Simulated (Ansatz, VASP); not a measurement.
# One calculation of Ta, two programs

```
Ta
1.0
    -1.64126    1.64126    1.64126
     1.64126   -1.64126    1.64126
     1.64126    1.64126   -1.64126
Ta
1
Direct
  0.00000 0.00000 0.00000
```

Alike in both runs: task relaxation of cell and atoms; functional PBEsol; k mesh 16 × 16 × 16; occupations fermi-dirac, width 0.15 eV; no spin polarisation.

```csv
,VASP,Ansatz
version,VASP 6.6.1,Ansatz 0.2.0
potentials or method,"VASP PAW PBE potentials, release 64 (Ta_pv)","scalar-relativistic, plane waves, PAW"
plane-wave cutoff (eV),600,420
valence electrons in the cell,11,13
```

|  | VASP | Ansatz | Ansatz less VASP |
| --- | --- | --- | --- |
| gap on the k mesh at the Fermi level, each at its own relaxed structure (eV) | none | none | - |
| relaxed volume (Å³/atom) | 17.73 | 17.71 | -0.018 |
| relaxed cell length with the largest relative difference (Å) | 2.845 | 2.844 | -0.0009 |

A gap of «none» marks a metal or a gap that the smearing closes. The two sets of potentials don't hold the same shells in valence. Ansatz warned: «pseudo_functional_mismatch».

Caveats: the PAW data sets were made with another functional, which shifts forces and pressure a little (VASP). The runs have no spin-orbit coupling, so splittings on Ta are missing.
